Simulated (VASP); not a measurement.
# TiTe2 in VASP: notebook

Runs on TiTe2. Level: PBEsol. Tasks: work function.

Program: VASP 6.6.1. These are calculated values, not measurements. Logs are shortened: lines on timing, memory, paths and dates and some standing lists are left out, and cuts for length are marked.

## (1) The structure

The cell holds a slab with vacuum, 6 atoms: a = 3.777 Å, b = 3.777 Å, c = 19.913 Å, α = 90.00°, β = 90.00°, γ = 120.00°.

## (2) Work function, PBEsol

File INCAR:

```
SYSTEM = TiTe2
PREC = Accurate
ENCUT = 520
EDIFF = 1E-6
ISMEAR = 1
SIGMA = 0.1
LREAL = .FALSE.
LASPH = .TRUE.
NELM = 100
ALGO = Fast
ISIF = 2
LWAVE = .FALSE.
LCHARG = .TRUE.
LDIPOL = .TRUE.
IDIPOL = 3
DIPOL = 0.5 0.5 0.500
GGA = PS
LVHAR = .TRUE.
LVACPOTAV = .TRUE.
KPAR = 8
```

File KPOINTS:

```
Automatic mesh
0
G
  10 10 1
  0 0 0
```

File POSCAR:

```
TiTe2
1.0
    3.7770000000      0.0000000000      0.0000000000
   -1.8885000000      3.2709779500      0.0000000000
    0.0000000000      0.0000000000     19.9133487996
Te Ti
4 2
Direct
    0.3333333333      0.6666666667      0.2510878532
    0.6666666667      0.3333333333      0.4225983728
    0.3333333333      0.6666666667      0.5774016272
    0.6666666667      0.3333333333      0.7489121468
    0.0000000000      0.0000000000      0.3368431130
    0.0000000000      0.0000000000      0.6631568870
```

Potentials or basis: VASP PAW PBE potentials, release 64 (Te, Ti_sv).

Command:

```
$ cat potpaw_PBE.64/Te/POTCAR potpaw_PBE.64/Ti_sv/POTCAR > POTCAR
$ mpirun -np 8 vasp_std > vasp.out
```

OUTCAR:

```text
SYSTEM = TiTe2
   PREC = Accurate
   ENCUT = 520
   EDIFF = 1E-6
   ISMEAR = 1
   LREAL = .FALSE.
   LASPH = .TRUE.
   NELM = 100
   ISIF = 2
   GGA = PS

 ion  position               nearest neighbor table
   1  0.333  0.667  0.251-   5 2.77   5 2.77   5 2.77
   2  0.667  0.333  0.423-   5 2.77   5 2.77   5 2.77
   3  0.333  0.667  0.577-   6 2.77   6 2.77   6 2.77
   4  0.667  0.333  0.749-   6 2.77   6 2.77   6 2.77
   5  0.000  0.000  0.337-   1 2.77   2 2.77   1 2.77   2 2.77   2 2.77   1 2.77
   6  0.000  0.000  0.663-   3 2.77   4 2.77   3 2.77   4 2.77   4 2.77   3 2.77

  LATTYP: Found a hexagonal cell.
 ALAT       =     3.7770000000
 C/A-ratio  =     5.2722660311

  Lattice vectors:

 A1 = (   3.7770000000,   0.0000000000,   0.0000000000)
 A2 = (  -1.8885000000,   3.2709779500,   0.0000000000)
 A3 = (   0.0000000000,   0.0000000000,  19.9133487996)

Analysis of symmetry for initial positions (statically):
=====================================================================
 Subroutine PRICEL returns:
 Original cell was already a primitive cell.

 Routine SETGRP: Setting up the symmetry group for a
 hexagonal supercell.

 Subroutine GETGRP returns: Found 12 space group operations
 (whereof 12 operations were pure point group operations)
 out of a pool of 24 trial point group operations.

The static configuration has the point symmetry D_3d.

Analysis of symmetry for dynamics (positions and initial velocities):
=====================================================================
 Subroutine PRICEL returns:
 Original cell was already a primitive cell.

 Routine SETGRP: Setting up the symmetry group for a
 hexagonal supercell.

 Subroutine GETGRP returns: Found 12 space group operations
 (whereof 12 operations were pure point group operations)
 out of a pool of 24 trial point group operations.

The dynamic configuration has the point symmetry D_3d.

 Subroutine INISYM returns: Found 12 space group operations
 (whereof 12 operations are pure point group operations),
 and found     1 'primitive' translations

----------------------------------------------------------------------------------------

                                     Primitive cell

  volume of cell :     246.0191

  direct lattice vectors                    reciprocal lattice vectors
     3.777000000  0.000000000  0.000000000     0.264760392  0.152859484  0.000000000
    -1.888500000  3.270977950  0.000000000     0.000000000  0.305718967  0.000000000
     0.000000000  0.000000000 19.913348800     0.000000000  0.000000000  0.050217571

  length of vectors
     3.777000000  3.777000000 19.913348800     0.305718967  0.305718967  0.050217571

  position of ions in fractional coordinates (direct lattice)
     0.333333333  0.666666667  0.251087853
     0.666666667  0.333333333  0.422598373
     0.333333333  0.666666667  0.577401627
     0.666666667  0.333333333  0.748912147
     0.000000000  0.000000000  0.336843113
     0.000000000  0.000000000  0.663156887

  ion indices of the primitive-cell ions
   primitive index   ion index
                 1           1
                 2           2
                 3           3
                 4           4
                 5           5
                 6           6

----------------------------------------------------------------------------------------

 KPOINTS: Automatic mesh

Automatic generation of k-mesh.
 Grid dimensions read from file:
 generate k-points for:   10   10    1

 Generating k-lattice:

  Cartesian coordinates                     Fractional coordinates (reciprocal lattice)
     0.026476039  0.015285948  0.000000000     0.100000000 -0.000000000  0.000000000
     0.000000000  0.030571897  0.000000000     0.000000000  0.100000000  0.000000000
     0.000000000  0.000000000  0.050217571     0.000000000  0.000000000  1.000000000

  Length of vectors
     0.030571897  0.030571897  0.050217571

  Shift w.r.t. Gamma in fractional coordinates (k-lattice)
     0.000000000  0.000000000  0.000000000

 Subroutine IBZKPT returns following result:
 ===========================================

 Found     14 irreducible k-points:

 Following reciprocal coordinates:
            Coordinates               Weight
  0.000000  0.000000  0.000000      1.000000
  0.100000  0.000000  0.000000      6.000000
  0.200000  0.000000  0.000000      6.000000
  0.300000  0.000000  0.000000      6.000000
  0.400000  0.000000  0.000000      6.000000
  0.500000  0.000000  0.000000      3.000000
  0.100000  0.100000  0.000000      6.000000
  0.200000  0.100000  0.000000     12.000000
  0.300000  0.100000  0.000000     12.000000
  0.400000  0.100000  0.000000     12.000000
  0.200000  0.200000  0.000000      6.000000
  0.300000  0.200000  0.000000     12.000000
  0.400000  0.200000  0.000000      6.000000
  0.300000  0.300000  0.000000      6.000000
   k-points           NKPTS =     14   k-points in BZ     NKDIM =     14   number of bands    NBANDS=     28
   number of dos      NEDOS =    301   number of ions     NIONS =      6
   total plane-waves  NPLWV = 117600
   dimension x,y,z NGX =    28 NGY =   28 NGZ =  150
   dimension x,y,z NGXF=    56 NGYF=   56 NGZF=  300
   ions per type =               4   2
   NGX,Y,Z   is equivalent  to a cutoff of  12.32, 12.32, 12.52 a.u.
   NGXF,Y,Z  is equivalent  to a cutoff of  24.65, 24.65, 25.05 a.u.
 SYSTEM =  TiTe2
   PREC   = accura    normal or accurate (medium, high low for compatibility)
   ISTART =      0    job   : 0-new  1-cont  2-samecut
   ICHARG =      2    charge: 1-file 2-atom 10-const
   ISPIN  =      1    spin polarized calculation?
   LNONCOLLINEAR =      F non collinear calculations
   LSORBIT =      F    spin-orbit coupling
   LASPH  =      T    aspherical Exc in radial PAW
   ENCUT  =  520.0 eV  38.22 Ry    6.18 a.u.   7.02  7.02 37.03*2*pi/ulx,y,z
   NELM   =    100;   NELMIN=  2; NELMDL= -5     # of ELM steps
   EDIFF  = 0.1E-05   stopping-criterion for ELM
   LREAL  =      F    real-space projection
   EDIFFG = 0.1E-04   stopping-criterion for IOM
   NSW    =      0    number of steps for IOM
   IBRION =     -1    ionic relax: 0-MD 1-quasi-New 2-CG
   NFREE  =      0    steps in history (QN), initial steepest desc. (CG)
   ISIF   =      2    stress and relaxation
   ISYM   =      2    0-nonsym 1-usesym 2-fastsym
   POTIM  = 0.5000    time-step for ionic-motion
   TEBEG  =    0.0;   TEEND  =   0.0 temperature during run
   PSTRESS=    0.0 pullay stress
   NELECT =      48.0000    total number of electrons
   NUPDOWN=      -1.0000    fix difference up-down
   EMIN   =  10.00;   EMAX   =-10.00  energy-range for DOS
   EFERMI =   0.00;   METHOD = LEGACY
   ISMEAR =     1;   SIGMA  =   0.10  broadening in eV -4-tet -1-fermi 0-gaus
   EFERMI_NEDOS =   21; number of points for ismear=-14 and -15
   IALGO  =     68    algorithm
   IMIX   =      4    mixing-type and parameters
     AMIX     =   0.40;   BMIX     =  1.00
     AMIX_MAG =   1.60;   BMIX_MAG =  1.00
  volume/ion in A,a.u.               =      41.00       276.70
  Fermi-wavevector in a.u.,A,eV,Ry     =   0.949509  1.794311 12.266560  0.901567
  Thomas-Fermi vector in A             =   2.077798
   LORBIT       =      0    0 simple, 1 ext, 2 COOP (PROOUT), +10 PAW based schemes
   GGA     = PS    functional components
   LHFCALC =     F    Hartree Fock is set to
   AEXX    =    0.0000 exact exchange contribution
   IVDW    =     0    specifies the selected vdW correction
   LEPSILON=     F    determine dielectric tensor
   LRPA    =     F    only Hartree local field effects (RPA)
 non-spin polarized calculation
 RMM-DIIS sequential band-by-band and
 Methfessel and Paxton  Order N= 1 SIGMA  =   0.10
  energy-cutoff  :      520.00
  volume of cell :      246.02
 maximum number of plane-waves:      6657
 NGX is ok and might be reduce to    28
   NGX = 13   NGY = 13   NGZ = 75

 dipolmoment           0.000000      0.000000     -0.000000 electrons x Angstroem

 number of electron      47.9999982 magnetization

 dipolmoment           0.000000      0.000000      0.000000 electrons x Angstroem

 Free energy of the ion-electron system (eV)
  ---------------------------------------------------
  ext. energy  EPLUGINS =         0.00000000
  ---------------------------------------------------
  free energy    TOTEN  =       -34.84724515 eV

  energy without entropy =      -34.84487539  energy(sigma->0) =      -34.84645523

 E-fermi :   2.5932     XC(G=0):  -7.0448

 val. band max:        2.5828781845   @ k =   0.5000   0.0000   0.0000
 cond. band min:       2.6133526966   @ k =   0.3000   0.0000   0.0000
 fundamental gap:      0.0304745121
 Fermi energy:         2.5932425183

 k-point     1 :       0.0000    0.0000    0.0000
  band No.  band energies     occupation
      1     -54.6633      2.00000
      2     -54.6633      2.00000
      3     -31.0160      2.00000
      4     -31.0160      2.00000
      5     -31.0160      2.00000
      6     -31.0160      2.00000
[... 20 lines left out ...]
     27       3.6959     -0.00000
     28       3.6997     -0.00000

 k-point     2 :       0.1000    0.0000    0.0000
  band No.  band energies     occupation
      1     -54.6630      2.00000
      2     -54.6630      2.00000
      3     -31.0200      2.00000
      4     -31.0200      2.00000
      5     -31.0169      2.00000
      6     -31.0169      2.00000
[... 20 lines left out ...]
     27       3.7063     -0.00000
     28       3.8384     -0.00000

 k-point     3 :       0.2000    0.0000    0.0000
  band No.  band energies     occupation
      1     -54.6622      2.00000
      2     -54.6622      2.00000
      3     -31.0307      2.00000
      4     -31.0306      2.00000
      5     -31.0193      2.00000
      6     -31.0193      2.00000
[... 306 lines left out ...]
      3     -31.0531      2.00000
      4     -31.0531      2.00000
      5     -31.0349      2.00000
      6     -31.0349      2.00000
[... 20 lines left out ...]
     27       3.8077     -0.00000
     28       3.8925     -0.00000

 k-point    14 :       0.3000    0.3000    0.0000
  band No.  band energies     occupation
      1     -54.6599      2.00000
      2     -54.6599      2.00000
      3     -31.0489      2.00000
      4     -31.0489      2.00000
      5     -31.0407      2.00000
      6     -31.0407      2.00000
[... 20 lines left out ...]
     27       3.6400     -0.00000
     28       3.8843     -0.00000

------------------------ aborting loop because EDIFF is reached ----------------------------------------

  FORCE on cell =-STRESS in cart. coord.  units (eV):
  Direction    XX          YY          ZZ          XY          YZ          ZX
  --------------------------------------------------------------------------------------
  -------------------------------------------------------------------------------------
  Total       -2.7921793     -2.7921793     -0.7177529      0.0000000     -0.0000000     -0.0000000
  in kB      -18.1838142    -18.1838142     -4.6743009      0.0000000     -0.0000000     -0.0000000
  external PRESSURE =     -13.6806431 kB  Pullay stress =       0.0000000 kB

 VOLUME and BASIS-vectors are now :
 -----------------------------------------------------------------------------
  energy-cutoff  :      520.00
  volume of cell :      246.02
      direct lattice vectors                 reciprocal lattice vectors
     3.777000000  0.000000000  0.000000000     0.264760392  0.152859484  0.000000000
    -1.888500000  3.270977950  0.000000000     0.000000000  0.305718967  0.000000000
     0.000000000  0.000000000 19.913348800     0.000000000  0.000000000  0.050217571

 POSITION                                       TOTAL-FORCE (eV/Angst)
 -----------------------------------------------------------------------------------
     -0.00000      2.18065      5.00000        -0.000000      0.000000      0.020458
      1.88850      1.09033      8.41535         0.000000      0.000000     -0.104593
     -0.00000      2.18065     11.49800        -0.000000      0.000000      0.104593
      1.88850      1.09033     14.91335        -0.000000     -0.000000     -0.020458
      0.00000      0.00000      6.70767        -0.000000     -0.000000      0.125142
      0.00000      0.00000     13.20567        -0.000000      0.000000     -0.125142
 -----------------------------------------------------------------------------------
    total drift:                                0.000000      0.000000      0.000000

  FREE ENERGIE OF THE ION-ELECTRON SYSTEM (eV)
  ---------------------------------------------------
  free  energy   TOTEN  =       -34.8472451455 eV

  energy  without entropy=      -34.8448753895  energy(sigma->0) =      -34.84645523

 vacuum level on the upper side and lower side of the slab         7.580         7.580
```

Run time: 51 s. Hardware: 8 MPI ranks of Intel Xeon Platinum 8559C (Emerald Rapids), shared host; peak memory 0.39 GiB.

Results:

| Item | Value |
| --- | --- |
| Free energy | -34.8472 eV |
| Largest force | 0.125 eV/Å |
| Band gap on the k mesh | none (metal or under the smearing width) |
| Work function of the upper face | 4.99 eV |
| Work function of the lower face | 4.99 eV |

Forces on the atoms (eV/Å):
```
Te   0.000  0.000  0.020
Te   0.000  0.000 -0.105
Te   0.000  0.000  0.105
Te   0.000  0.000 -0.020
Ti   0.000  0.000  0.125
Ti   0.000  0.000 -0.125
```

Caveat: the PAW data sets were made with another functional, which shifts forces and pressure a little. Spin-orbit coupling is left out, which matters for the levels of Te.

## (3) Work function, PBEsol

This run uses another cell than the first one, of 65.71 Å³/atom, 1.603 times its volume.

INCAR is that of step 2.

KPOINTS is that of step 2.

File POSCAR:

```
TiTe2
1.0
    3.7770000000      0.0000000000      0.0000000000
   -1.8885000000      3.2709779500      0.0000000000
    0.0000000000      0.0000000000     31.9133487996
Te Ti
4 2
Direct
    0.3333333333      0.6666666667      0.3446833508
    0.6666666667      0.3333333333      0.4517027934
    0.3333333333      0.6666666667      0.5482972066
    0.6666666667      0.3333333333      0.6553166492
    0.0000000000      0.0000000000      0.3981930721
    0.0000000000      0.0000000000      0.6018069279
```

Potentials or basis: VASP PAW PBE potentials, release 64 (Te, Ti_sv).

Command:

```
$ cat potpaw_PBE.64/Te/POTCAR potpaw_PBE.64/Ti_sv/POTCAR > POTCAR
$ mpirun -np 8 vasp_std > vasp.out
```

OUTCAR:

```text
SYSTEM = TiTe2
   PREC = Accurate
   ENCUT = 520
   EDIFF = 1E-6
   ISMEAR = 1
   LREAL = .FALSE.
   LASPH = .TRUE.
   NELM = 100
   ISIF = 2
   GGA = PS

 ion  position               nearest neighbor table
   1  0.333  0.667  0.345-   5 2.77   5 2.77   5 2.77
   2  0.667  0.333  0.452-   5 2.77   5 2.77   5 2.77
   3  0.333  0.667  0.548-   6 2.77   6 2.77   6 2.77
   4  0.667  0.333  0.655-   6 2.77   6 2.77   6 2.77
   5  0.000  0.000  0.398-   1 2.77   2 2.77   1 2.77   2 2.77   2 2.77   1 2.77
   6  0.000  0.000  0.602-   3 2.77   4 2.77   3 2.77   4 2.77   4 2.77   3 2.77

[... 635 lines left out ...]
  Total       -2.7864767     -2.7864767     -0.7081190      0.0000000      0.0000000     -0.0000000
  in kB      -11.3231958    -11.3231958     -2.8775300      0.0000000      0.0000000     -0.0000000
  external PRESSURE =      -8.5079739 kB  Pullay stress =       0.0000000 kB

 VOLUME and BASIS-vectors are now :
 -----------------------------------------------------------------------------
  energy-cutoff  :      520.00
  volume of cell :      394.27
      direct lattice vectors                 reciprocal lattice vectors
     3.777000000  0.000000000  0.000000000     0.264760392  0.152859484  0.000000000
    -1.888500000  3.270977950  0.000000000     0.000000000  0.305718967  0.000000000
     0.000000000  0.000000000 31.913348800     0.000000000  0.000000000  0.031334850

 POSITION                                       TOTAL-FORCE (eV/Angst)
 -----------------------------------------------------------------------------------
     -0.00000      2.18065     11.00000         0.000000      0.000000      0.020967
      1.88850      1.09033     14.41535        -0.000000      0.000000     -0.104426
     -0.00000      2.18065     17.49800         0.000000      0.000000      0.104426
      1.88850      1.09033     20.91335        -0.000000      0.000000     -0.020967
      0.00000      0.00000     12.70767         0.000000     -0.000000      0.125049
      0.00000      0.00000     19.20567         0.000000     -0.000000     -0.125049
 -----------------------------------------------------------------------------------
    total drift:                               -0.000000     -0.000000      0.000000

  FREE ENERGIE OF THE ION-ELECTRON SYSTEM (eV)
  ---------------------------------------------------
  free  energy   TOTEN  =       -34.8462294793 eV

  energy  without entropy=      -34.8438605303  energy(sigma->0) =      -34.84543983

 vacuum level on the upper side and lower side of the slab         4.735         4.735
```

stdout:

```text
POSCAR found type information on POSCAR TeTi
 POSCAR found :  2 types and       6 ions
 scaLAPACK will be used
 -----------------------------------------------------------------------------
[... 42 lines left out ...]
|     Did not find any points to average over, which means that no vacuum     |
|     field-free region was found. Please increase the size of  your cell     |
|     in the dimension of the dipole correction to obtain accurate            |
|     workfunction values.                                                    |
|                                                                             |
 -----------------------------------------------------------------------------
```

Run time: 1.9 min. Hardware: 8 MPI ranks of Intel Xeon Platinum 8559C (Emerald Rapids), shared host; peak memory 0.54 GiB.

What came out:

| Property | Result |
| --- | --- |
| Free energy | -34.8462 eV |
| Largest force | 0.125 eV/Å |
| Band gap on the k mesh | none (metal or under the smearing width) |
| Work function of the upper face | 5.00 eV |
| Work function of the lower face | 5.00 eV |

Forces in eV/Å, atoms in the order of the input:
```
Te   0.000  0.000  0.021
Te   0.000  0.000 -0.104
Te   0.000  0.000  0.104
Te   0.000  0.000 -0.021
Ti   0.000  0.000  0.125
Ti   0.000  0.000 -0.125
```

Caveat: the PAW data sets were made with another functional, which shifts forces and pressure a little. Spin-orbit coupling is left out, which matters for the levels of Te.
